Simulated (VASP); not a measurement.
# SiC: kinetic-energy density

SiC, F-43m (no. 216), 2 atoms in the cell. PBE; PAW potentials Si, C (PBE set).

## Input

INCAR:
```
PREC = Accurate
ENCUT = 520
EDIFF = 1E-7
ISMEAR = 0
SIGMA = 0.02
LREAL = False
LASPH = True
ALGO = Normal
NELM = 100
ISIF = 2
LWAVE = False
LCHARG = True
LTAU = True
```

KPOINTS:
```
k-points
0
Gamma
  9 9 9
```

POSCAR:
```
SiC
1.0
    0.0000000000      2.1790000000      2.1790000000
    2.1790000000      0.0000000000      2.1790000000
    2.1790000000      2.1790000000      0.0000000000
Si C
1 1
Direct
    0.0000000000      0.0000000000      0.0000000000
    0.7500000000      0.7500000000      0.7500000000
```

Commands:
```
cat potpaw_PBE.64/Si/POTCAR potpaw_PBE.64/C/POTCAR > POTCAR
mpirun -np 1 vasp_std > vasp.out
```

## Result

- Kinetic energy of the pseudo orbitals (eV): 141.45

VASP 6.6.1 took 3.0 s on 1 core (Intel Xeon 6975P-C (Granite Rapids)), a shared host.
